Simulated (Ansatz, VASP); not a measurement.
Given: the input of a run of VASP 6.6.1 on CdSe (Cadmoselite).

Contents of POSCAR:

```
CdSe
1.0
    4.3284776511      0.0000000000      0.0000000000
   -2.1642388256      3.7485716056      0.0000000000
    0.0000000000      0.0000000000      7.0664914211
Cd Se
2 2
Direct
    0.6666666667      0.3333333333      0.5000000000
    0.3333333333      0.6666666667      0.0000000000
    0.6666666667      0.3333333333      0.8850000000
    0.3333333333      0.6666666667      0.3850000000
```

Contents of INCAR.step1:

```
PREC = Accurate
ENCUT = 520
ISMEAR = -1
SIGMA = 0.05
LREAL = False
LASPH = True
NELM = 100
NBANDS = 26
GGA = PE
ALGO = Normal
EDIFF = 1E-4
LWAVE = True
LCHARG = False
```

File INCAR.step2:

```
PREC = Accurate
ENCUT = 520
EDIFF = 1E-6
ISMEAR = -1
SIGMA = 0.05
LREAL = False
LASPH = True
NELM = 100
ALGO = Normal
ISIF = 2
LWAVE = False
LCHARG = False
METAGGA = R2SCAN
LMIXTAU = True
NBANDS = 26
ISTART = 1
```

File KPOINTS:

```
Automatic mesh
0
Gamma
  7 7 4
```

Potentials or basis: VASP PAW PBE potentials, release 64 (Cd, Se).

Command:

```bash
$ cat potpaw_PBE.64/Cd/POTCAR potpaw_PBE.64/Se/POTCAR > POTCAR
$ cp INCAR.step1 INCAR
$ mpirun -np 1 vasp_std > vasp.out
$ cp INCAR.step2 INCAR
$ mpirun -np 1 vasp_std > vasp.out
```

Task: Translate it to Ansatz 0.2.0. Potentials there: Ansatz PAW.

Result: As run (the cutoff follows the program's own potentials):

File input.yaml:

```yaml
crystal:
  lattice:
    - [4.3284776511, 0.0, 0.0]
    - [-2.1642388256, 3.7485716056, 0.0]
    - [0.0, 0.0, 7.0664914211]
  atoms:
    - { symbol: Cd, position: [0.6666666667, 0.3333333333, 0.5] }
    - { symbol: Cd, position: [0.3333333333, 0.6666666667, 0.0] }
    - { symbol: Se, position: [0.6666666667, 0.3333333333, 0.885] }
    - { symbol: Se, position: [0.3333333333, 0.6666666667, 0.385] }
hamiltonian:
  xc: r2scan
  pseudopotentials: { kind: paw }
kpoints:
  mp_grid: { grid: [7, 7, 4] }
scf:
  occupations: { method: fermi_dirac, width: 0.05 }
output:
  forces: true
  stress: true
  eigenvalues: true
```

Potentials or basis: Ansatz PAW.

Command:

```sh
$ ansatz run input.yaml --threads 1 --pin off --max-ram 3584MiB --backend cpu --events-out ev --progress --plain --runs-dir out
```

Both were run:

|  | VASP | Ansatz | Ansatz less VASP |
| --- | --- | --- | --- |
| gap on the k mesh at the Fermi level (eV) | 1.14 | 1.15 | +0.010 |
| least direct gap on the mesh (eV) | 1.14 | 1.15 | +0.010 |
| pressure (GPa) | 0.7 | 0.5 | -0.25 |
| largest component of the traceless stress (GPa) | 1.24 | 1.20 | -0.036 |
| rms of the force components (eV/Å) | 0.153 | 0.149 | -0.0042 |

Atom by atom the forces differ by 0.004 eV/Å (rms over components). The functional is the same, so the differences come from potentials, cutoffs and numerics. The two sets of potentials don't hold the same shells in valence.

Caveats: the PAW data sets were made with another functional, which shifts forces and pressure a little (VASP); odd divisions of the mesh miss points on the zone boundary, where band edges often lie, so the gap on the mesh can be too wide (Ansatz); the PAW data sets come from PBE, with cores solved anew for the run's functional, which leaves a small shift of forces and pressure (Ansatz). r2SCAN opens gaps a little over a GGA but as a rule still falls short of measured ones.
